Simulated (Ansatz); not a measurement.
Consider the substitution at a C–In bond: `F[CH](F)[InH2]` + H–F → `FC(F)F` + `[InH3]`.

Program: Ansatz. Geometries: PBE0-D4/def2-TZVP. ΔE: electronic, gas phase. CBS: MP2 limit from def2 TZ/QZ plus the TZ coupled-cluster correction, frozen cores. This one scheme is used for every species. Functionals use def2-TZVPP. B3LYP here is the variant with VWN-RPA as its local correlation; programs differ in this. HSE06 is defined as in plane-wave codes. def2 core potentials past Kr. For In outer-core shells are correlated without core-valence functions, which leaves a few kJ/mol of doubt a bond.

`F[CH](F)[InH2]`:

Z-matrix (Å, degrees):
```
C
F 1 1.371
In 1 2.215 2 109.5
F 1 1.371 2 107.0 3 118.5
H 1 1.095 2 106.6 3 -127.7
H 3 1.723 1 118.8 2 -121.9
H 3 1.718 1 116.9 2 58.2
```

H–F:

Z-matrix (Å, degrees):
```
F
H 1 0.920
```

`FC(F)F`:

Z-matrix (Å, degrees):
```
C
F 1 1.331
F 1 1.331 2 108.5
F 1 1.331 2 108.5 3 -117.7
H 1 1.093 2 110.4 3 121.1
```

`[InH3]`:

```xyz
4

In    0.000    0.000    0.000
H     1.547   -0.122   -0.750
H    -0.906   -1.426    0.343
H    -0.641    1.548    0.408
```

CCSD(T)/CBS gives -17.0 kJ/mol.

(1) Another level gave -19.5 kJ/mol. Which?
A. r2SCANh/def2-TZVPP
B. revPBE-D4/def2-TZVPP
C. B3LYP-D4/def2-TZVPP
D. HSE06-D4/def2-TZVPP

Largest T1 diagnostic among the species: 0.014.

Results:

(1) B. revPBE-D4 -19.5, r2SCANh -38.3, B3LYP-D4 -25.9, HSE06-D4 -31.5 kJ/mol.

From PBE to PBE0 (25 % exact exchange), in def2-TZVPP and without D4, ΔE moves by −8.6 kJ/mol. The D4 term adds +4.2 kJ/mol with B3LYP and +2.3 kJ/mol with PBE0; it sums over pairs of atoms, weighted by their polarisabilities, and B3LYP, whose exchange is more repulsive, gets the larger term.

CCSD(T)/CBS has its own doubt, a few kJ/mol and more with outer-core shells, so smaller differences from it don't rank the levels.
